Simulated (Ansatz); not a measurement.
SiC (F-43m), work and stress of cleavage

These are results of DFT r2SCAN, scalar-relativistic, plane waves, PAW in Ansatz 0.2.0, not measurements. Cutoff 500 eV, Γ-centred 10×10×2 k-points, Gaussian smearing of 0.05 eV. No spin polarisation. Energies are free energies at this smearing, counted from the undisturbed cell; pressure is positive in compression.

Reference structure (relaxed at this level):

```yaml
crystal:
  lattice:
    - [2.17814, -2.17814, 0.00000]
    - [2.17814, 0.00000, -2.17814]
    - [8.71258, 8.71258, 8.71258]
  atoms:
    - { symbol: Si, position: [0.00000, 0.00000, 0.39580] }
    - { symbol: Si, position: [0.33333, 0.33333, 0.22913] }
    - { symbol: Si, position: [0.66667, 0.66667, 0.56247] }
    - { symbol: Si, position: [0.00000, 0.00000, 0.89580] }
    - { symbol: Si, position: [0.33333, 0.33333, 0.72913] }
    - { symbol: Si, position: [0.66667, 0.66667, 0.06247] }
    - { symbol: C, position: [0.66667, 0.66667, 0.43747] }
    - { symbol: C, position: [0.00000, 0.00000, 0.27080] }
    - { symbol: C, position: [0.33333, 0.33333, 0.60413] }
    - { symbol: C, position: [0.66667, 0.66667, 0.93747] }
    - { symbol: C, position: [0.00000, 0.00000, 0.77080] }
    - { symbol: C, position: [0.33333, 0.33333, 0.10413] }
```

The cut lies on the cell's a–b face, a (1 -1 1) plane (indices in the standard cell, whose axes needn't be the Cartesian ones shown) of area 8.22 Å², between layers 1.89 Å apart. Vector c is lengthened by d along the normal with the atoms' Cartesian places fixed: one unrelaxed cut a cell. The traction is positive where the two halves pull on each other.

```csv
d (Å),energy (J/m²),traction (GPa)
-0.30,2.45,-205.8
-0.15,0.47,-71.1
0.00,0.00,0.0
0.25,0.72,47.8
0.50,2.08,57.5
0.75,3.49,53.9
1.00,4.75,46.6
1.50,6.68,31.0
2.00,7.91,18.8
3.00,9.01,5.1
4.50,9.28,0.4
6.00,9.31,0.1
```

What are the work of separation and the cleavage stress, and do they fit the universal binding curve?

The energy levels off near W ≈ 9.31 J/m² (the traction is down to 0.1 GPa), the energy of the two unrelaxed faces, 4.65 J/m² each on average. The largest sampled traction is 57.5 GPa at d = 0.50 Å, and a parabola through it and its two neighbours peaks at σ_max ≈ 57.8 GPa, d ≈ 0.56 Å. The curve E = W[1 − (1 + d/ℓ)exp(−d/ℓ)] peaks in traction at d = ℓ with σ_max = W/(eℓ); with 1 J/m² per Å = 10 GPa this W and σ_max give ℓ = 0.59 Å. A parabola through that curve at the same three d peaks at 0.61 Å, against 0.56 Å here, a fair fit. The cut parts unlike faces (C and Si); in an ionic crystal that makes them polar, and the energy then depends on the thickness of the slab. The opened faces are metallic here, and spin polarisation, left out, could lower W. Real crystals break at far lower stress, because cracks concentrate it, and on the plane of lowest W, which needn't be this one.

The cut is rigid; relaxing the faces lowers these energies and usually the stresses.

The gap closes along the scan, which can put kinks into the curve.

Cost: 12 runs of about 5.7 core-minutes in all, on Oxide Virtual Turin-like Processor (Zen 5) (shared hosts).